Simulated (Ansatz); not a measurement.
# VN: one crystal by all-electron and frozen-core methods

Does the method matter for VN? The same cell, functional and mesh are run with LAPW, all electrons, frozen-core PAW and datasets made for this crystal.

Program: Ansatz 0.2.0. Level of theory: DFT PBEsol, scalar-relativistic. These are calculated values, not measurements.

**1. The system as given**

It takes space group Fm-3m (No. 225, cubic). Conventional cell: a = 4.128 Å, b = 4.128 Å, c = 4.128 Å, α = 90.00°, β = 90.00°, γ = 90.00°. V (site symmetry m-3m) has 6 N at 2.06 Å as nearest neighbours. Around N (site symmetry m-3m) lie 6 V at 2.06 Å.

Coordinates:

```
CELL_PARAMETERS angstrom
0.00000 2.06400 2.06400
2.06400 0.00000 2.06400
2.06400 2.06400 0.00000
ATOMIC_POSITIONS crystal
V 0.00000 0.00000 0.00000
N 0.50000 0.50000 0.50000
```

The geometry is a database entry used as it stands. It may stem from high pressure or temperature, or be incomplete, so it serves as a test cell.

Atoms are numbered in the order of the input: V1, N2.

**2. LAPW, all electrons**

The input, input.yaml:

```yaml
crystal:
  lattice:
    - [0.0, 2.064, 2.064]
    - [2.064, 0.0, 2.064]
    - [2.064, 2.064, 0.0]
  atoms:
    - { symbol: V, position: [0.0, 0.0, 0.0], spin: 1.5 }
    - { symbol: "N", position: [0.5, 0.5, 0.5] }
magnetization:
  spin_polarized: true
kpoints:
  mp_grid: { grid: [14, 14, 14] }
  band_path:
    path:
      - [0.0, 0.0, 0.0]
      - [0.5, 0.0, 0.5]
      - [0.625, 0.25, 0.625]
      - [0.375, 0.375, 0.75]
      - [0.0, 0.0, 0.0]
      - [0.5, 0.5, 0.5]
      - [0.5, 0.25, 0.75]
      - [0.5, 0.0, 0.5]
    npoints: 14
scf:
  occupations: { method: fermi_dirac, width: 0.08 }
hamiltonian:
  xc: pbesol
  pseudopotentials: { kind: all_electron, lapw: { basis_error: 0.001 } }
output:
  forces: true
  stress: true
  eigenvalues: true
  populations: true
  dos: { projected: true, de: 0.2, e_range: [-14, 8] }
```

Run with:

```
> ansatz run input.yaml --threads 1 --pin off --max-ram 3072MiB --backend cpu --events-out ev --progress --plain --runs-dir out
```

**3. Frozen-core PAW**

Edit input.yaml of step 2 so:

```diff
@@ -27,3 +27,3 @@
   xc: pbesol
-  pseudopotentials: { kind: all_electron, lapw: { basis_error: 0.001 } }
+  pseudopotentials: { kind: paw }
 output:
@@ -32,3 +32,9 @@
   eigenvalues: true
+  efg: { contact_densities: true }
   populations: true
+  bader: true
   dos: { projected: true, de: 0.2, e_range: [-14, 8] }
+  write_density: true
+  write_potential: true
+  elf: true
+  volumetric_format: npy
```

**4. Datasets made for this crystal**

Edit input.yaml of step 3 so:

```diff
@@ -22,3 +22,3 @@
       - [0.5, 0.0, 0.5]
-    npoints: 14
+    npoints: 8
 scf:
@@ -27,3 +27,3 @@
   xc: pbesol
-  pseudopotentials: { kind: paw }
+  pseudopotentials: { kind: all_electron, datasets: crystal }
 output:
@@ -33,8 +33 @@
   efg: { contact_densities: true }
-  populations: true
-  bader: true
-  dos: { projected: true, de: 0.2, e_range: [-14, 8] }
-  write_density: true
-  write_potential: true
-  elf: true
-  volumetric_format: npy
```

(Steps that only read results are left out.)

What does the calculation give? Wanted: pressure; gap; Bader charges; highest ELF.

As calculated:

```
           quantity                                                 value
           pressure  LAPW -12.53, PAW -12.44, crystal datasets -12.53 GPa
         gap (LAPW)                                                  none
Bader charges (PAW)                                  V1 +1.60, N2 -1.60 e
  highest ELF (PAW)                                   0.81, 0.62 Å from N
```

The pressure of -12.5 GPa pushes the cell to shrink, with the atoms held in place. Bands cross the Fermi level: the crystal is a metal at this level. Within 0.3 eV of the Fermi level the largest projected share is V 3d (90 %). The projection holds only the free atom's occupied shells (V 4s, V 3d, N 2s, N 2p in this range). In pressure, PAW differs from LAPW by +0.09 GPa. The price, with the outputs that each input asks for: 21 s for LAPW against 11 s for PAW, about 1.9 to one.
